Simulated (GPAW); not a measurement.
Runs of GPAW 26.7.0 on SiRu. The structure is cubic, space group P2_13 (No. 198). The conventional cell has a = 4.709 Å, b = 4.709 Å, c = 4.709 Å, α = 90.00°, β = 90.00°, γ = 90.00°. Ru (site symmetry 3) is surrounded by 7 Si at 2.38 to 2.70 Å. Around Si (site symmetry 3) lie 7 Ru at 2.38 to 2.70 Å. The cell comes from a database or a generator and needn't be the stable form of this composition.

| task | level | potentials or basis | k mesh | band path | band points | gap on the mesh (eV) | pressure (GPa) | V0 of scaled cells (Å³/atom) | B0 (GPa) | largest force (eV/Å) |
| --- | --- | --- | --- | --- | --- | --- | --- | --- | --- | --- |
| equation of state | PBEsol | PAW data sets generated in the run's folder for this functional, pw | 5 × 5 × 5 | - | - | - | - | 12.99 | 260 | - |
| band structure | r2SCAN | GPAW PAW data sets (gpaw-data 1.2.1), pw | 5 × 5 × 5 | GXMGRX,MR | 80 | 0.33 | 1.4 | - | - | 0.06 |
| single point | PBE | GPAW PAW data sets (gpaw-data 1.2.1), pw | 6 × 6 × 6 | - | - | 0.26 | 5.3 | - | - | 0.18 |
| band structure | LDA | the program's PAW data sets (release 1.2.1) made for this functional, pw | 5 × 5 × 5 | GXMGRX,MR | 80 | (a) | (c) | - | - | 0.06 |
| equation of state | PBE | GPAW PAW data sets (gpaw-data 1.2.1), pw | 6 × 6 × 6 | - | - | - | - | (b) | 240 | - |

Alike in all rows: no spin polarisation; cell as given; cutoff (eV) 600; smearing fermi-dirac 0.05 eV.

Question: Estimate the missing entries.

Answer: (a) 0.24; (b) 13.34; (c) -6.1.

Caveats: the cell was scaled at fixed shape and fractional positions, which overstates the stiffness of a crystal with free parameters, most of all of layers and chains (some runs); the PAW data sets were made with another functional, which shifts forces and pressure a little (some runs).

A k mesh can miss the band edges, and the runs leave out spin-orbit coupling on Ru.
